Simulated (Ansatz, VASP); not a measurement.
## Two plane-wave programs on Nb

File INCAR:

```
  PREC = Accurate
  ENCUT = 520
  EDIFF = 1E-6
  ISMEAR = 0
  SIGMA = 0.05
  LREAL = F
  LASPH = T
  NELM = 100
  ALGO = Normal
  ISIF = 2
  LWAVE = F
  LCHARG = T
  GGA = PS
  LELF = T
  LVHAR = T
  NBANDS = 12
```

The input KPOINTS:

```
Automatic mesh
0
Gamma
  14 14 14
```

Contents of POSCAR:

```
Nb
1.0
    0.0000000000      2.1150000000      2.1150000000
    2.1150000000      0.0000000000      2.1150000000
    2.1150000000      2.1150000000      0.0000000000
Nb
1
Direct
    0.0000000000      0.0000000000      0.0000000000
```

Input for Ansatz:

```yaml
crystal:
  lattice:
    - [0.0, 2.115, 2.115]
    - [2.115, 0.0, 2.115]
    - [2.115, 2.115, 0.0]
  atoms:
    - { symbol: Nb, position: [0.0, 0.0, 0.0] }
basis:
  ecutwfc: 420
  fft_grid_basis: typed
kpoints:
  mp_grid: { grid: [14, 14, 14] }
hamiltonian:
  xc: pbesol
scf:
  occupations: { method: gaussian, width: 0.05 }
output:
  forces: true
  stress: true
  eigenvalues: true
  bader: true
  write_density: true
  volumetric_format: npy
  elf: true
```

This isn't the form of Nb at room conditions, which is bcc.

Alike in both runs: task single point; functional PBEsol; k mesh 14 × 14 × 14; occupations gaussian, width 0.05 eV; no spin polarisation.

|  | VASP | Ansatz |
| --- | --- | --- |
| version | VASP 6.6.1 | Ansatz 0.2.0 |
| potentials or method | VASP PAW PBE potentials, release 64 (Nb_sv) | scalar-relativistic, plane waves, PAW |
| plane-wave cutoff (eV) | 520 | 420 |
| valence electrons in the cell | 13 | 13 |

```csv
,VASP,Ansatz,Ansatz less VASP
gap on the k mesh at the Fermi level (eV),none,none,-
pressure (GPa),-7.3,-7.0,+0.29
```

A gap of «none» marks a metal or a gap that the smearing closes.

Caveats: the PAW data sets were made with another functional, which shifts forces and pressure a little (VASP).
